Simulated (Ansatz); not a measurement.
# A computed series for KF: response to strain

Start from KF in the rock salt structure (space group Fm-3m, No. 225).

```
KF
1.0
    0.00000     2.65916     2.65916
    2.65916     0.00000     2.65916
    2.65916     2.65916     0.00000
F K
1 1
Cartesian
  0.00000   0.00000   0.00000
  2.65916   2.65916   2.65916
```

Strains are applied to the cell and any free atomic positions relax.

Method: r2SCAN, PAW, 500 eV (Ansatz, a first-principles code; scalar-relativistic without spin-orbit coupling).

Computed cases, in order: isotropic strain −5.94 %; isotropic strain −3.00 %; isotropic strain −2.09 %; the unstrained base; isotropic strain +4.05 %; isotropic strain +4.79 %.

Between which two neighbouring cases does the gap turn between direct and indirect?

Between isotropic strain −5.94 % (8.01 eV, indirect, X → Γ) and isotropic strain −3.00 % (7.43 eV, direct at Γ). The whole series: isotropic strain −5.94 %: 8.01 eV, indirect, X → Γ; isotropic strain −3.00 %: 7.43 eV, direct at Γ; isotropic strain −2.09 %: 7.27 eV, direct at Γ; the unstrained base: 6.91 eV, direct at Γ; isotropic strain +4.05 %: 6.31 eV, direct at Γ; isotropic strain +4.79 %: 6.21 eV, direct at Γ.

No phonon test of stability was made.
